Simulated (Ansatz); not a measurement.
The system is C.

```
C
1.0
     4.25517    0.00000    0.00000
     0.00000    4.25517    0.00000
     0.00000    0.00000    1.28229
C
1
Direct
  0.50000 0.50000 0.50000
```

The cell was built by a generator and needn't be a form met in nature.

```yaml
Program: Ansatz 0.2.0
Task: relaxation of cell and atoms
Functional: PBE
Dispersion: D3(BJ)-ATM
Potentials_or_basis: Ansatz PAW
Cutoff: "420 eV (not typed: the program's choice for these potentials)"
k_mesh: 6 × 6 × 20
Occupations: fermi-dirac, width 0.05 eV
Spin: no spin polarisation
```

At the start: volume 23.22 Å³/atom.

Task: Where does the relaxation end?

Result: It ends after 14 steps and the volume is 13.84 Å³/atom (-40.4 %); space group P4/mmm (No. 123, to 0.05 Å).

The path:
| step | energy change (eV) | largest force (eV/Å) | volume (Å³) |
| --- | --- | --- | --- |
| 1 | 0.0000 | 0.0000 | 23.22 |
| 2 | -0.0052 | 0.0000 | 22.52 |
| 3 | -0.0217 | 0.0000 | 20.34 |
| 4 | -0.0398 | 0.0000 | 18.26 |
| 5 | -0.0580 | 0.0000 | 16.29 |
| 6 | -0.0709 | 0.0000 | 14.44 |
| 7 | -0.0713 | 0.0000 | 14.32 |
| 8 | -0.0716 | 0.0000 | 14.21 |
| 9 | -0.0685 | 0.0000 | 14.21 |
| 10 | -0.0698 | 0.0000 | 13.85 |
| 11 | -0.0697 | 0.0000 | 13.90 |
| 12 | -0.0689 | 0.0000 | 13.90 |
| 13 | -0.0691 | 0.0000 | 13.84 |
| 14 | -0.0690 | 0.0000 | 13.84 |

Final structure:
```xyz
1
Lattice="3.2853 0.0000 0.0000 0.0000 3.2853 0.0000 0.0000 0.0000 1.2820" Properties=species:S:1:pos:R:3 pbc="T T T"
C     1.6426    1.6426    0.6410
```

Caveat: the volume moved by over 15 % at a fixed basis, so the end points are rough; the plane-wave basis is chosen anew once the cell has moved, so the energies of steps on either side of that aren't comparable; the pressure holds a Pulay correction of +0.4 GPa for the finite cutoff; pairwise dispersion overbinds metals, which lowers pressure and volume.
